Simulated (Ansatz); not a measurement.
## Calculated Ge-73 nuclear quadrupole resonance for GeSe

Cell: a COD entry whose atoms were relaxed with PBE, the cell held.

Space group Pnma (No. 62); a = 10.8200, b = 3.8500, c = 4.4000 Å.

| site | Wyckoff | site symmetry | x | y | z |
| --- | --- | --- | --- | --- | --- |
| Ge | 4c | .m. | 0.1201 | 0.2500 | 0.1156 |
| Se | 4c | .m. | 0.8547 | 0.2500 | 0.4941 |

One atom of each set is listed.

Method: Kohn–Sham DFT in Ansatz, PBE, plane waves and PAW, scalar-relativistic, 420 eV cutoff, Γ-centred 4×11×10 k-points, Fermi–Dirac smearing 0.02 eV.

Ge-73: I = 9/2, Q = -196.0 mb (year-2017 value). Static lattice, zero field.

**Question.** Predict the zero-field Ge-73 lines of each site.

**Answer.** For I = 9/2 and η = 0 the lines are |C_Q|/24 times 1, 2, 3 and 4; η shifts the lowest up most. At large η the states mix, and weaker lines appear at sums of the main ones; lines under 5 % of the strongest are left out.

```tsv
site	atoms	V_zz (10²¹ V/m²)	C_Q (MHz)	η	line frequencies (MHz)
Ge	4	-6.02	28.5	0.27	1.78, 2.24, 3.51, 4.02, 4.72
```

At Ge V_zz stands upright on the plane through its three neighbours (within 10°).
